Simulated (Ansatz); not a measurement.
## What pressure 1.5 GPa does to InN

Base system: InN in the zinc blende structure (space group F-43m, No. 216; a = 5.049 Å).

Now apply this change: cell and atoms relaxed at a pressure of 1.5 GPa.

The values are results of PBE (Ansatz, an electronic-structure program), no spin-orbit coupling, not measurements. k-mesh 11×11×11 (Γ-centred); smearing 0.05 eV (Fermi–Dirac).

```tsv
quantity	base	changed	shift
density	6.65 g/cm³	6.73 g/cm³	+0.08 g/cm³
lattice parameter a	5.049 Å	5.029 Å	-0.020 Å
shortest interatomic distance	2.186 Å	2.178 Å	-0.0086 Å
band gap	zero	zero	–
```

A case with no gap was solved on a k-mesh chosen for an insulator, which is coarse for it. Load acts through the strain it causes; cell and atoms are relaxed under it. Stability against distortions was not tested. The final runs are not spin-polarised. This is not the structure that InN has at room temperature and ambient pressure. A zero or small gap of InN can be the functional's error rather than a property of the material.
